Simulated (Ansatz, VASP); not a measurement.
# SnO (Romarchite) in VASP and in Ansatz

Contents of INCAR:

```
SYSTEM = SnO
PREC = Accurate
ENCUT = 520
EDIFF = 1E-6
ISMEAR = -1
SIGMA = 0.02
LREAL = .False.
LASPH = .True.
NELM = 80
ALGO = Normal
ISIF = 2
LWAVE = .False.
LCHARG = .False.
GGA = PE
NBANDS = 28
```

File KPOINTS:

```
regular mesh
0
Gamma
  6 6 6
  0 0 0
```

The input POSCAR:

```
SnO
1.0
    3.7926488416      0.0000000000      0.0000000000
    0.0000000000      3.7926488416      0.0000000000
    0.0000000000      0.0000000000      4.7582137882
Sn O
2 2
Direct
    0.5000000000      0.0000000000      0.2410340873
    0.0000000000      0.5000000000      0.7589659127
    0.0000000000      0.0000000000      0.0000000000
    0.5000000000      0.5000000000      0.0000000000
```

Input for Ansatz:

```yaml
crystal:
  lattice:
    - [3.7926488416, 0.0, 0.0]
    - [0.0, 3.7926488416, 0.0]
    - [0.0, 0.0, 4.7582137882]
  atoms:
    - { symbol: Sn, position: [0.5, 0.0, 0.2410340873] }
    - { symbol: Sn, position: [0.0, 0.5, 0.7589659127] }
    - { symbol: O, position: [0.0, 0.0, 0.0] }
    - { symbol: O, position: [0.5, 0.5, 0.0] }
kpoints:
  mp_grid: { grid: [6, 6, 6] }
  band_path:
    path:
      - [0.0, 0.0, 0.0]
      - [0.0, 0.5, 0.0]
      - [0.5, 0.5, 0.0]
      - [0.0, 0.0, 0.5]
      - [0.0, 0.5, 0.5]
      - [0.5, 0.5, 0.5]
      - [-0.057292, -0.057292, 0.0]
    npoints: 1
hamiltonian:
  xc: pbe
scf:
  occupations: { method: fermi_dirac, width: 0.02 }
  n_extra_bands: 5
output:
  forces: true
  stress: true
  eigenvalues: true
```

Alike in both runs: task single point; functional PBE; k mesh 6 × 6 × 6; occupations fermi-dirac, width 0.02 eV; no spin polarisation.

```csv
,VASP,Ansatz
version,VASP 6.6.1,Ansatz 0.2.0
potentials or method,"VASP PAW PBE potentials, release 64 (Sn_d, O)","plane waves, PAW"
plane-wave cutoff (eV),520,420
valence electrons in the cell,40,40
```

|  | VASP | Ansatz | Ansatz less VASP |
| --- | --- | --- | --- |
| pressure (GPa) | 5.6 | 5.4 | -0.25 |
| largest component of the traceless stress (GPa) | 0.60 | 0.61 | +0.011 |
| rms of the force components (eV/Å) | 0.238 | 0.202 | -0.0355 |

Atom by atom the forces differ by 0.036 eV/Å (rms over components). The functional is the same, so the differences come from potentials, cutoffs and numerics.
